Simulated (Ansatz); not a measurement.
Hf, DFT, PBE, all-electron LAPW, scalar-relativistic (Ansatz 0.2.0), run on 1 thread of Arm Neoverse V1 on a shared host.

The cell comes from COD entry 1522789, which wasn't checked; take it as a given geometry. The listed cell was then made from it by scaling, straining or moving an atom.

Command: `ansatz run input.yaml --threads 1 --pin off --max-ram 3072MiB --backend cpu --events-out ev --progress --plain --runs-dir out`

```yaml
crystal:
  lattice:
    - [-1.8411, 1.805, 1.805]
    - [1.805, -1.8411, 1.805]
    - [1.805, 1.805, -1.8411]
  atoms:
    - { symbol: Hf, position: [0.0, 0.0, 0.0] }
kpoints:
  mp_grid: { grid: [14, 14, 14] }
  band_path:
    path:
      - [0.0, 0.0, 0.0]
      - [0.0, 0.0, 0.5]
      - [-0.5, 0.5, 0.5]
      - [-0.7548769728, 0.2451230272, 0.2451230272]
      - [0.2451230272, 0.2451230272, 0.2451230272]
      - [0.0, 0.0, 0.0]
      - [-0.5, 0.0, 0.5]
    npoints: 5
scf:
  occupations: { method: fermi_dirac, width: 0.05 }
hamiltonian:
  xc: pbe
  pseudopotentials: { kind: all_electron, lapw: { basis_error: 0.0005 } }
output:
  forces: true
  stress: true
  eigenvalues: true
```

**Question.** How large is the problem that the program sets up?

**Answer.** 288 irreducible k-points, 201 plane waves at Γ, 22 bands.

**Question.** Estimate the wall time and the peak memory.

**Answer.** 37 s of wall time for 8 SCF iterations, with a peak of 0.51 GiB. Times on shared machines scatter by tens of per cent.
